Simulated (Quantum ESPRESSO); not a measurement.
Runs of Quantum ESPRESSO 7.5 on NaCl. It takes space group Fm-3m (No. 225, cubic). Conventional cell: a = 5.588 Å, b = 5.588 Å, c = 5.588 Å, α = 90.00°, β = 90.00°, γ = 90.00°. Cl (site symmetry m-3m) has 6 Na at 2.79 Å as nearest neighbours. Around Na (site symmetry m-3m) lie 6 Cl at 2.79 Å. The cell is a database's computed one.

| task | level | potentials or basis | cell | k mesh | cutoff (eV) | smearing | SCF threshold | share of exact exchange | q mesh for exact exchange | cutoff for exact exchange | mesh quality | pressure (GPa) |
| --- | --- | --- | --- | --- | --- | --- | --- | --- | --- | --- | --- | --- |
| single point | PBE | SG15 PBE 1.2 | as given | 4 × 4 × 4 | 952 | fermi-dirac 0.05 eV | 4e-10 Ry | - | - | - | coarse | (a) |
| dielectric tensor | WC | GBRV 1.5 PBE | as given | 6 × 6 × 6, shifted | 612 | fermi-dirac 0.05 eV | 4e-10 Ry | - | - | - | not flagged | 0.5 |
| phonons and Raman activities | PBEsol | PseudoDojo 0.4.1 SR PBEsol standard | relaxed | 4 × 4 × 4, shifted | 1197 | fermi-dirac 0.05 eV | 4e-10 Ry | - | - | - | not flagged | 0.0 |
| phonons | PBE | SG15 PBE 1.2 | relaxed | 4 × 4 × 4, shifted | 952 | fermi-dirac 0.05 eV | 4e-10 Ry | - | - | - | not flagged | 0.0 |

Alike in all rows: no spin polarisation.

Estimate the missing entries.

(a) 1.4.

Caveats: some runs use coarse meshes; this potential file gives levels or pressures that part from those of other sets (some runs); the potentials were made for another functional, which shifts forces and pressure (some runs); before the sum rule the acoustic modes lie tens of cm⁻¹ from zero, a sign that the density grid also shifts the optical modes (some runs).
